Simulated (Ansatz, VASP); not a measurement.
## KBr: VASP beside Ansatz

```xyz
2
Lattice="0.0000 3.3504 3.3504 3.3504 0.0000 3.3504 3.3504 3.3504 0.0000" Properties=species:S:1:pos:R:3 pbc="T T T"
K     0.0000    0.0000    0.0000
Br    3.3504    3.3504    3.3504
```

Alike in both runs: task relaxation of cell and atoms; functional PBE; dispersion D3(BJ); k mesh 6 × 6 × 6; occupations gaussian, width 0.02 eV; no spin polarisation.

|  | VASP | Ansatz |
| --- | --- | --- |
| version | VASP 6.6.1 | Ansatz 0.2.0 |
| potentials or method | VASP PAW PBE potentials, release 64 (K_sv, Br) | scalar-relativistic, plane waves, PAW |
| plane-wave cutoff (eV) | 600 | 420 |
| valence electrons in the cell | 16 | 16 |

|  | VASP | Ansatz | Ansatz less VASP |
| --- | --- | --- | --- |
| gap on the k mesh at the Fermi level, each at its own relaxed structure (eV) | 4.47 | 4.48 | +0.010 |
| relaxed volume (Å³/atom) | 35.50 | 35.38 | -0.116 |
| relaxed cell length with the largest relative difference (Å) | 4.648 | 4.643 | -0.0051 |
| energy change over the relaxation (meV/atom) | -6 | -6 | -0.6 |
